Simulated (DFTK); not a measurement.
ZrC under changes of volume

One of the cells (13.174 Å³/atom); the others are scaled copies at fixed shape and fractional positions:

```
Zr C
1.0
     3.39148    0.00000    0.00000
    -1.69574    2.93710    0.00000
     0.00000    0.00000    5.29005
Zr C
2 2
Cartesian
  1.6957 0.9790 3.9675
  0.0000 1.9581 1.3225
  0.0000 0.0000 2.6450
  0.0000 0.0000 0.0000
```

The cell comes from a database or a generator and needn't be the stable form of this composition.

* Program: DFTK 0.8.2
* Functional: PBEsol
* Potentials or basis: dojo.nc.sr.pbesol.v0_4_1.standard.upf (PBEsol)
* Cutoff: 1116 eV
* k mesh: 9 × 9 × 5
* Occupations: fermi-dirac, width 0.05 eV
* Spin: no spin polarisation

```tsv
volume (Å³/atom)	energy over the lowest point (meV/atom)	pressure (GPa)
12.383	?	?
12.647	0.00	1.4
12.910	1.57	-3.3
13.174	10.51	-7.6
13.437	26.09	-11.4
13.701	47.65	-14.9
13.964	74.58	-18.0
```

Problem. What does the run at 12.383 Å³/atom give?

Solution. Energy over the lowest point 6.63 meV/atom; pressure 6.6 GPa.

Worked out: A Birch-Murnaghan fit of order 3 (a polynomial in V^(-2/3)) to the other rows has its minimum at 12.72 Å³/atom with B0 = V·E''(V) = 232 GPa and B' = 4.0 at fixed shape and positions, which overstates the stiffness. It gives 6.61 meV/atom at 12.383 Å³/atom, against the run's 6.63, and -dE/dV = 6.7 GPa, against 6.6.

Energies are extrapolated to zero smearing.
